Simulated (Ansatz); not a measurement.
# ZnS: pressure up to the limit of the methods

An exercise on one series of results from a longer session: the logs are not shown, and one member is left open.

Method: DFT, r2SCAN, PAW with Ansatz's default frozen-core files, scalar-relativistic, in Ansatz 0.2.0.

1 further run of the same task is left out (it didn't finish).

## The structure to begin with

The structure is cubic, space group Fm-3m (No. 225). Conventional cell: a = 4.652 Å, b = 4.652 Å, c = 4.652 Å, α = 90.00°, β = 90.00°, γ = 90.00°. Zn (site symmetry m-3m) is surrounded by 6 S at 2.33 Å. S (site symmetry m-3m) has 6 Zn at 2.33 Å as nearest neighbours.

As a file:

```cif
data_structure
_symmetry_space_group_name_H-M 'P 1'
_symmetry_Int_Tables_number 1
_cell_length_a 3.2891
_cell_length_b 3.2891
_cell_length_c 3.2891
_cell_angle_alpha 60.000
_cell_angle_beta 60.000
_cell_angle_gamma 60.000
_cell_volume 25.16
loop_
_atom_site_label
_atom_site_type_symbol
_atom_site_fract_x
_atom_site_fract_y
_atom_site_fract_z
_atom_site_occupancy
Zn1 Zn 0.00000 0.00000 0.00000 1
S1 S 0.50000 0.50000 0.50000 1
```

Whether this phase is the stable one at these pressures isn't tested.

Atoms are numbered in the order of the input: Zn1, S2.

Set-up of the first run:

input.yaml

```yaml
crystal:
  lattice:
    - [0.0, 2.3257586486, 2.3257586486]
    - [2.3257586486, 0.0, 2.3257586486]
    - [2.3257586486, 2.3257586486, 0.0]
  atoms:
    - { symbol: Zn, position: [0.0, 0.0, 0.0] }
    - { symbol: S, position: [0.5, 0.5, 0.5] }
kpoints:
  mp_grid: { grid: [16, 16, 16] }
scf:
  occupations: { method: fermi_dirac, width: 0.08 }
hamiltonian:
  xc: r2scan
  pseudopotentials: { kind: paw }
output:
  forces: true
  stress: true
relax:
  f_tol: 0.005
  max_steps: 40
  cell: {}
```

The run is started by

```console
> ansatz run input.yaml --threads 1 --pin off --max-ram 2048MiB --backend cpu --events-out ev --progress --plain --runs-dir out
```

Steps of the session up to this table: Cell relaxed at zero pressure, PAW; Volume scaled by 1, PAW; Volume scaled by 1, PAW (cutoff 600 eV); Volume scaled by 0.94, PAW; Volume scaled by 0.88, PAW; Volume scaled by 0.8, PAW; Volume scaled by 0.72, PAW; Volume scaled by 0.64, PAW; Volume scaled by 0.55, PAW; Volume scaled by 0.55, PAW (cutoff 250 eV).

One table of the session follows, with a row left open; its other results are not shown here.

```
             method  volume over the first  volume (Å³/atom)  pressure (GPa)
                PAW                      1            16.214            0.00
                PAW                   0.94                 ?               ?
                PAW                   0.88            14.268           16.56
                PAW                    0.8            12.971           35.52
                PAW                   0.72            11.674           65.61
                PAW                   0.64            10.377          115.00
                PAW                   0.55             8.918          214.00
PAW (cutoff 250 eV)                   0.55             8.918          221.29
PAW (cutoff 600 eV)                      1            16.214            0.01
```

Estimate the missing values for PAW, 0.94.

**Answer.** volume (Å³/atom): 15.241; pressure (GPa): 6.94. In the column «volume (Å³/atom)» it lies between PAW, 0.88 (14.268) and PAW, 1 (16.214).

Caveats from the session: Warnings in the runs' records: cutoff below recommended.
